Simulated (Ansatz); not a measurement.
# Ga: the cost of one run

Method: DFT PBE, scalar-relativistic, plane waves, PAW, in Ansatz 0.2.0.

7 further runs of the same task are left out: 2 that didn't finish, 5 set aside as unsound or not needed.

### Step 1. The system as given

Symmetry: C2/c, No. 15, monoclinic system. Conventional cell: a = 2.766 Å, b = 8.053 Å, c = 3.332 Å, α = 90.00°, β = 92.02°, γ = 90.00°. Ga (site symmetry 2) is surrounded by 8 Ga at 2.69 to 2.92 Å.

Structure file:

```
Ga
1.0
     1.38300   -4.02650    0.00000
     1.38300    4.02650    0.00000
    -0.11745    0.00000    3.32993
Ga
2
Direct
  0.86900 0.13100 0.25000
  0.13100 0.86900 0.75000
```

Source of the structure: the Crystallography Open Database.

(A quick probe on a coarse mesh, which set the mesh and smearing, is not shown.)

### Step 3. Full relaxation

The input, input.yaml:

```yaml
crystal:
  lattice:
    - [1.383, -4.0265, 0.0]
    - [1.383, 4.0265, 0.0]
    - [-0.1174474948, 0.0, 3.3299294416]
  atoms:
    - { symbol: Ga, position: [0.869, 0.131, 0.25] }
    - { symbol: Ga, position: [0.131, 0.869, 0.75] }
basis:
  ecutwfc: 420
kpoints:
  mp_grid: { grid: [14, 14, 10] }
hamiltonian:
  xc: pbe
scf:
  occupations: { method: gaussian, width: 0.1 }
output:
  forces: true
  stress: true
  eigenvalues: true
  write_density: true
  write_potential: true
  elf: true
  volumetric_format: npy
relax:
  adjacent_minimum: "off"
  f_tol: 0.02
  max_steps: 70
  cell: { stress_tol: 0.1 }
```

On the command line:

```console
ansatz run input.yaml --threads 2 --pin off --max-ram 5120MiB --backend cpu --events-out ev --progress --plain --runs-dir out
```

Q: Estimate wall time and peak memory on 2 threads of Arm Neoverse V2, shared host.

About 64 s, with a peak of 0.58 GiB.
